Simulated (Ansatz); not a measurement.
```
CELL_PARAMETERS angstrom
0.00000 2.58000 2.58000
2.58000 0.00000 2.58000
2.58000 2.58000 0.00000
ATOMIC_POSITIONS crystal
Mg 0.00000 0.00000 0.00000
S 0.50000 0.50000 0.50000
```

```
datasets        : all-electron datasets in plane waves (scalar-relativistic, Gaussian nuclei)
k mesh          : 4×4×4
empty bands     : 221
response cutoff : 200 eV
frequencies     : contour deformation
q → 0 term      : analytic weight of Carrier, Rohra and Görling
band sums       : cut at the band count
```

A G0W0 run in Ansatz gave a mean-field gap (from Γ to k = (0, -0.5, -0.5)) of 3.50 eV and a quasiparticle gap of 4.65 eV, with ε∞ = 5.1 on this mesh.

Problem. Which functional supplied the orbitals?
A. r²SCAN
B. PBE

Solution. A. For comparison, on the same cell, mesh, edges, bands and response cutoff: PBE 2.82 → 4.28 eV. Wave cutoffs: PBE 3300 eV, r²SCAN 2640 eV.

The cell is a model at fixed atoms and needn't be the relaxed known crystal. Points k are given in fractions of the reciprocal vectors. The mesh is coarse, so these are values at the stated settings, not converged ones. Band sums or response are cut, so the gap isn't at its basis limit. The gap is read on the mesh, and the crystal's band edges can lie off it. With r²SCAN or HSE06 the Kohn-Sham levels are generalised ones. Meshes this coarse can overestimate the dielectric constant by a tenth and more.
